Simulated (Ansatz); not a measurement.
## I: from a trial structure to a relaxed crystal

Level of theory: DFT PBE, scalar-relativistic, plane waves, PAW in Ansatz. Cutoff 420 eV, Γ-centred k mesh, Gaussian smearing, no spin polarisation in the final step.

I was placed on the dhcp structure type (P6_3/mmc, No. 194), at a guessed volume.

```
I
1.0
     4.09472    0.00000    0.00000
    -2.04736    3.54613    0.00000
     0.00000    0.00000   13.20628
I
4
Direct
  0.00000 0.00000 0.00000
  0.00000 0.00000 0.50000
  0.33333 0.66667 0.75000
  0.66667 0.33333 0.25000
```

Cell and atoms relax at zero pressure; the relaxation can't lower the symmetry of the start.

Energies count from the standard state of I at the same level.

Question: Describe the relaxed structure.

Answer: It keeps P6_3/mmc (No. 194), but not the shape of the type it started on. Conventional cell: a = 4.443 Å, c = 9.371 Å. I on Wyckoff site a (2 atoms of the primitive cell) has 6 I at 3.47 Å; I on Wyckoff site d (2 atoms of the primitive cell) has 6 I at 3.47 Å.

```
I
1.0
     4.44343    0.00000    0.00000
    -2.22172    3.84813    0.00000
     0.00000    0.00000    9.37120
I
4
Direct
  0.00000 0.00000 0.00000
  0.00000 0.00000 0.50000
  0.33333 0.66667 0.75000
  0.66667 0.33333 0.25000
```

Question: What are its volume, energy, density and gap?

Answer: The volume per atom is 40.06 Å³. The density is 5.26 g/cm³, the energy over the standard structure is 0.36 eV/atom and the gap on the 12×12×6 mesh is 0 eV (a metal).

The final run used a 12×12×6 mesh on its 4-atom cell and 0.10 eV smearing. For metals, differences of a few meV/atom aren't resolved. Spin–orbit coupling is left out. A structure relaxed within its symmetry needn't be a true minimum.